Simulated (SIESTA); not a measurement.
NiO:

```
CELL_PARAMETERS angstrom
0.00000 2.08590 2.08590
2.08590 0.00000 2.08590
2.08590 2.08590 0.00000
ATOMIC_POSITIONS crystal
Ni 0.00000 0.00000 0.00000
O 0.50000 0.50000 0.50000
```

- Program: SIESTA 5.4.2
- Task: single point
- Functional: PBE
- Potentials or basis: PseudoDojo 0.4 standard (PBE files)
- Basis: DZP (energy shift 0.002 Ry)
- Grid cutoff: 800 Ry
- Energy shift: 0.002 Ry
- k mesh: 11 × 11 × 11
- Occupations: fermi-dirac, width 0.05 eV
- Spin: collinear spin, ferromagnetic start
- Starting moments: [1.0, 0.0] μB

On this cell: pressure 6.3 GPa; largest force zero by symmetry; net moment 1.74 μB per cell; site moments Ni +1.43; O +0.31 μB; band gap on the k mesh none (metal or under the smearing width).

The same run follows on a disturbed copy (atoms moved at random, drawn with an rms of 0.05 Å):

```
CELL_PARAMETERS angstrom
0.00000 2.08590 2.08590
2.08590 0.00000 2.08590
2.08590 2.08590 0.00000
ATOMIC_POSITIONS crystal
Ni 0.99963 0.98326 0.01952
O 0.50305 0.49315 0.49605
```

Question: What changes?

Answer: The energy (extrapolated to zero smearing) moves by +2.3 meV/atom; pressure 7.1 GPa; largest force 0.161 eV/Å; net moment 1.78 μB per cell; site moments Ni +1.45; O +0.33 μB; band gap on the k mesh none (metal or under the smearing width).

Forces on the atoms (eV/Å):
```
Ni  -0.080 -0.116  0.078
O    0.079  0.116 -0.077
```

Stress tensor (GPa, compression positive):
```
6.94 0.01 0.01
0.01 7.35 0.00
0.01 0.00 6.91
```

Caveats: semicore shells carry a single zeta, which can move pressures by several GPa and volumes by a few percent; the basis of atomic orbitals isn't converged, which shifts pressures, moduli and gaps; a cell with one magnetic atom can't hold antiferromagnetic order, which such compounds often take; semilocal functionals often make such compounds metallic where correlation or magnetic order opens a gap, which also shifts bond lengths.
